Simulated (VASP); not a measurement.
C:

```xyz
2
Lattice="0.0000 1.7834 1.7834 1.7834 0.0000 1.7834 1.7834 1.7834 0.0000" Properties=species:S:1:pos:R:3 pbc="T T T"
C     2.6751    2.6751    2.6751
C     1.7834    1.7834    1.7834
```

This isn't the form of C at room conditions, which is graphite.

A sound run:

- Program: VASP 6.6.1
- Task: dielectric tensor
- Functional: LDA
- Potentials or basis: VASP PAW LDA potentials, release 64 (C)
- Cutoff: 800 eV
- k mesh: 12 × 12 × 12
- Occupations: gaussian, width 0.01 eV
- Spin: no spin polarisation

It gives band gap on the k mesh 4.12 eV, indirect (least direct gap 5.54 eV).

What do these careless settings give instead: cutoff 460 eV in place of 800 eV; k mesh 4 × 4 × 4 in place of 12 × 12 × 12?

Band gap on the k mesh 4.40 eV, indirect (least direct gap 5.54 eV). The run converged, but these numbers show the error of the settings and aren't properties of the crystal.
